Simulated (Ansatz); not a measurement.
Runs of Ansatz 0.2.0 on MnS. It takes space group F-43m (No. 216, cubic). The conventional cell has a = 4.947 Å, b = 4.947 Å, c = 4.947 Å, α = 90.00°, β = 90.00°, γ = 90.00°. Mn (site symmetry -43m) has 4 S at 2.14 Å as nearest neighbours. Around S (site symmetry -43m) lie 4 Mn at 2.14 Å. The cell is a database's computed one.

```csv
task,level,k mesh,cutoff (eV),smearing,gap on the mesh (eV),pressure (GPa),moment (μB)
single point,PBE,9 × 9 × 9,344,gaussian 0.017 eV,none,2.9,0.22
elastic constants,PBEsol,7 × 7 × 7,371,fermi-dirac 0.05 eV,none,-2.9,0.27
single point,PBE,9 × 9 × 9,344,gaussian 0.022 eV,none,2.9,(b)
single point,PBE,9 × 9 × 9,344,gaussian 0.021 eV,none,2.9,0.22
elastic constants,LDA,7 × 7 × 7,371,fermi-dirac 0.05 eV,none,-6.8,(a)
```

Alike in all rows: potentials or basis all-electron LAPW, scalar-relativistic; spin collinear, ferromagnetic start; cell as given; basis error allowed 0.001 eV/atom.

Question: Fill in the values left out.

Answer: (a) 0.21; (b) 0.23.

Caveats: the moment fell far below its start of 4 μB, so a state of higher moment may lie lower in energy; semilocal functionals often make such compounds metallic where correlation or magnetic order opens a gap, which also shifts bond lengths; the starting moments weren't kept (some runs); the k mesh is thin for a metal, which can move the energy by tens of meV per atom (some runs); a metal's response needs a denser mesh (some runs); the program listed the state as in doubt (some runs); the elastic tensor has a negative eigenvalue, so either the cell is unstable as it stands or the mesh is too thin (some runs).

A gap of «none» marks a metal or a gap under the smearing width.
